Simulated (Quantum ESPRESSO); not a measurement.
Input of a Quantum ESPRESSO 7.5 run:

Contents of run.py:

```python
import numpy as np
from ase.calculators.espresso import Espresso, EspressoProfile
import spglib
from ase import Atoms
from ase.io import read

atoms = read('Ni.cif')
cell, pos, num = spglib.standardize_cell((atoms.cell[:], atoms.get_scaled_positions(), atoms.numbers), to_primitive=True, symprec=1e-4)
atoms = Atoms(numbers=num, cell=cell, scaled_positions=pos, pbc=True)
start = {'Ni': 1.0}
atoms.set_initial_magnetic_moments([start[e] for e in atoms.get_chemical_symbols()])

input_data = {
    'control': {'calculation': 'scf', 'prefix': 'pwscf', 'outdir': './tmp', 'tprnfor': True, 'tstress': True, 'disk_io': 'nowf'},
    'system': {'ecutwfc': 45.0, 'ecutrho': 360.0, 'nbnd': 18, 'occupations': 'smearing', 'smearing': 'fd', 'degauss': 0.00367493, 'nspin': 2},
    'electrons': {'conv_thr': 2e-10, 'electron_maxstep': 120, 'mixing_beta': 0.3},
}
pseudopotentials = {'Ni': 'ni_pbesol_v1.4.uspp.F.UPF'}
profile = EspressoProfile(command='mpirun -n 2 pw.x -nk 2', pseudo_dir='pseudo')
dft = Espresso(profile=profile, input_data=input_data, pseudopotentials=pseudopotentials, kpts=(13, 13, 13), koffset=(0, 0, 0))
atoms.calc = dft

print(f'energy {atoms.get_potential_energy():.8f} eV')
print('forces (eV/A)')
print(np.round(atoms.get_forces(), 6))
print('stress (eV/A^3, Voigt)')
print(np.round(atoms.get_stress(), 8))
print(f'Fermi level {dft.get_fermi_level():.4f} eV')
```

The input Ni.cif:

```cif
data_Ni
_cell_length_a 3.47514587
_cell_length_b 3.47514587
_cell_length_c 3.47514587
_cell_angle_alpha 90.00000000
_cell_angle_beta 90.00000000
_cell_angle_gamma 90.00000000
_space_group_name_H-M_alt 'Fm-3m'
_space_group_name_Hall '-F 4 2 3'
_space_group_IT_number 225
loop_
_space_group_symop_operation_xyz
'x,y,z'
'-x,-y,-z'
'-y,x,z'
'y,-x,-z'
'-x,-y,z'
'x,y,-z'
'y,-x,z'
'-y,x,-z'
'x,-y,-z'
'-x,y,z'
'-y,-x,-z'
'y,x,z'
'-x,y,-z'
'x,-y,z'
'y,x,-z'
'-y,-x,z'
'z,x,y'
'-z,-x,-y'
'z,-y,x'
'-z,y,-x'
'z,-x,-y'
'-z,x,y'
'z,y,-x'
'-z,-y,x'
'-z,x,-y'
'z,-x,y'
'-z,-y,-x'
'z,y,x'
'-z,-x,y'
'z,x,-y'
'-z,y,x'
'z,-y,-x'
'y,z,x'
'-y,-z,-x'
'x,z,-y'
'-x,-z,y'
'-y,z,-x'
'y,-z,x'
'-x,z,y'
'x,-z,-y'
'-y,-z,x'
'y,z,-x'
'-x,-z,-y'
'x,z,y'
'y,-z,-x'
'-y,z,x'
'x,-z,y'
'-x,z,-y'
'x,y+1/2,z+1/2'
'-x,-y+1/2,-z+1/2'
'-y,x+1/2,z+1/2'
'y,-x+1/2,-z+1/2'
'-x,-y+1/2,z+1/2'
'x,y+1/2,-z+1/2'
'y,-x+1/2,z+1/2'
'-y,x+1/2,-z+1/2'
'x,-y+1/2,-z+1/2'
'-x,y+1/2,z+1/2'
'-y,-x+1/2,-z+1/2'
'y,x+1/2,z+1/2'
[... 40 lines left out ...]
'-x+1/2,-y,z+1/2'
'x+1/2,y,-z+1/2'
'y+1/2,-x,z+1/2'
'-y+1/2,x,-z+1/2'
'x+1/2,-y,-z+1/2'
'-x+1/2,y,z+1/2'
'-y+1/2,-x,-z+1/2'
'y+1/2,x,z+1/2'
'-x+1/2,y,-z+1/2'
'x+1/2,-y,z+1/2'
'y+1/2,x,-z+1/2'
'-y+1/2,-x,z+1/2'
'z+1/2,x,y+1/2'
'-z+1/2,-x,-y+1/2'
'z+1/2,-y,x+1/2'
'-z+1/2,y,-x+1/2'
'z+1/2,-x,-y+1/2'
'-z+1/2,x,y+1/2'
'z+1/2,y,-x+1/2'
'-z+1/2,-y,x+1/2'
'-z+1/2,x,-y+1/2'
'z+1/2,-x,y+1/2'
'-z+1/2,-y,-x+1/2'
'z+1/2,y,x+1/2'
'-z+1/2,-x,y+1/2'
'z+1/2,x,-y+1/2'
'-z+1/2,y,x+1/2'
'z+1/2,-y,-x+1/2'
'y+1/2,z,x+1/2'
'-y+1/2,-z,-x+1/2'
'x+1/2,z,-y+1/2'
'-x+1/2,-z,y+1/2'
'-y+1/2,z,-x+1/2'
'y+1/2,-z,x+1/2'
'-x+1/2,z,y+1/2'
'x+1/2,-z,-y+1/2'
'-y+1/2,-z,x+1/2'
'y+1/2,z,-x+1/2'
'-x+1/2,-z,-y+1/2'
'x+1/2,z,y+1/2'
'y+1/2,-z,-x+1/2'
'-y+1/2,z,x+1/2'
'x+1/2,-z,y+1/2'
'-x+1/2,z,-y+1/2'
'x+1/2,y+1/2,z'
'-x+1/2,-y+1/2,-z'
'-y+1/2,x+1/2,z'
'y+1/2,-x+1/2,-z'
'-x+1/2,-y+1/2,z'
'x+1/2,y+1/2,-z'
'y+1/2,-x+1/2,z'
'-y+1/2,x+1/2,-z'
'x+1/2,-y+1/2,-z'
'-x+1/2,y+1/2,z'
'-y+1/2,-x+1/2,-z'
'y+1/2,x+1/2,z'
'-x+1/2,y+1/2,-z'
'x+1/2,-y+1/2,z'
'y+1/2,x+1/2,-z'
'-y+1/2,-x+1/2,z'
'z+1/2,x+1/2,y'
'-z+1/2,-x+1/2,-y'
'z+1/2,-y+1/2,x'
'-z+1/2,y+1/2,-x'
'z+1/2,-x+1/2,-y'
'-z+1/2,x+1/2,y'
'z+1/2,y+1/2,-x'
'-z+1/2,-y+1/2,x'
'-z+1/2,x+1/2,-y'
'z+1/2,-x+1/2,y'
'-z+1/2,-y+1/2,-x'
'z+1/2,y+1/2,x'
'-z+1/2,-x+1/2,y'
'z+1/2,x+1/2,-y'
'-z+1/2,y+1/2,x'
'z+1/2,-y+1/2,-x'
'y+1/2,z+1/2,x'
'-y+1/2,-z+1/2,-x'
'x+1/2,z+1/2,-y'
'-x+1/2,-z+1/2,y'
'-y+1/2,z+1/2,-x'
'y+1/2,-z+1/2,x'
'-x+1/2,z+1/2,y'
'x+1/2,-z+1/2,-y'
'-y+1/2,-z+1/2,x'
'y+1/2,z+1/2,-x'
'-x+1/2,-z+1/2,-y'
'x+1/2,z+1/2,y'
'y+1/2,-z+1/2,-x'
'-y+1/2,z+1/2,x'
'x+1/2,-z+1/2,y'
'-x+1/2,z+1/2,-y'
loop_
_atom_site_label
_atom_site_type_symbol
_atom_site_symmetry_multiplicity
_atom_site_Wyckoff_symbol
_atom_site_fract_x
_atom_site_fract_y
_atom_site_fract_z
_atom_site_occupancy
Ni1 Ni 4 a 0.0000000000 0.0000000000 0.0000000000 1
```

Potentials or basis: GBRV 1.5 PBEsol.

Launch:

```console
$ OMP_NUM_THREADS=1 python run.py
```

Task: Predict the absolute moment.

Result: 0.72 μB per cell.

Task: Predict the site moments.

Result: Ni +0.67 μB.

Task: Estimate the net moment.

Result: 0.64 μB per cell.
